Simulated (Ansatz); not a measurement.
HfO₂: computed properties

Level of theory: Ansatz 0.2.0, DFT PBE, scalar-relativistic, plane waves, PAW.

Cutoff 420 eV; k points 6×6×4 on the computed 6-atom cell (Γ-centred); Gaussian smearing, width 0.02 eV; no spin polarisation.

The structure is relaxed at this level of theory with its symmetry kept. This form isn't the usual stable structure of the compound.

Symmetry: P4_2/nmc, No. 137, tetragonal system. Conventional cell: a = 3.604 Å, b = 3.604 Å, c = 5.264 Å, α = 90.00°, β = 90.00°, γ = 90.00°. Hf (site symmetry -4m2) is surrounded by 4 O at 2.07 Å. O (site symmetry 2mm) is surrounded by 2 Hf at 2.07 Å.

```
Volume per atom                                                   : 11.40 Å³
Formation energy from the elements' standard states (uncorrected) : -3.407 eV/atom
Kohn–Sham band gap                                                : 4.67 eV
Löwdin character of the top 1 eV of the valence band              : O 2p 91 %
Löwdin character of the lowest 1 eV of the conduction band        : Hf 5d 86 %, O 2p 10 %
Bader charges (e)                                                 : Hf (2 in the cell) 2.66, O (4 in the cell) -1.33
```

Spin-orbit coupling is left out, which matters for the bands of heavy elements.